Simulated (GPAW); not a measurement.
## GaP: single point with PBE

**The experiment to reproduce.**

“Stacking defects in GaP nanowires: Electronic structure and optical properties”, 2018, arxiv:1810.01194 quotes, for a bulk crystal of GaP at 10 K: band gap 2.34 eV (indirect).

Crystal: GaP.

```xyz
2
Lattice="0.0000 2.7252 2.7252 2.7252 0.0000 2.7252 2.7252 2.7252 0.0000" Properties=species:S:1:pos:R:3 pbc="T T T"
Ga    0.0000    0.0000    0.0000
P     4.0879    4.0879    4.0879
```

```
Program             : GPAW 26.7.0
Task                : single point
Functional          : PBE
Potentials or basis : GPAW PAW data sets (gpaw-data 1.2.1)
Cutoff              : 600 eV
Basis               : pw
k mesh              : 8 × 8 × 8
Occupations         : gaussian, width 0.02 eV
Spin                : no spin polarisation
```

The pressure is 4.5 GPa. The band gap on the k mesh is 1.67 eV, indirect (least direct gap 1.89 eV).

Levels at points of the mesh, in eV from the valence-band top:
| k point | band 1 | band 2 | band 3 | band 4 | band 5 | band 6 | band 7 |
| --- | --- | --- | --- | --- | --- | --- | --- |
| (0.00, 0.00, 0.00) | -12.46 | 0.00 | 0.00 | 0.00 | 1.89 | 3.93 | 3.93 |
| (0.50, 0.50, 0.00) | -9.66 | -6.72 | -2.66 | -2.66 | 1.67 | 1.85 | 10.64 |
| (0.50, 0.50, 0.50) | -10.54 | -6.60 | -1.11 | -1.11 | 1.73 | 4.75 | 4.75 |

Wall time 9.8 s on 1 thread of Arm Neoverse V1 (shared host), peak memory 0.15 GiB.

A measured gap of GaP is 2.34 eV (indirect; 10 K; quoted in “Stacking defects in GaP nanowires: Electronic structure and optical properties”, 2018, arxiv:1810.01194); the calculated 1.67 eV misses it by -0.67 eV. Spin-orbit coupling on Ga is left out. The value is that of PBE on a finite k mesh, which can miss the band edges, without temperature or zero-point motion. Semilocal functionals fall short of measured gaps as a rule.
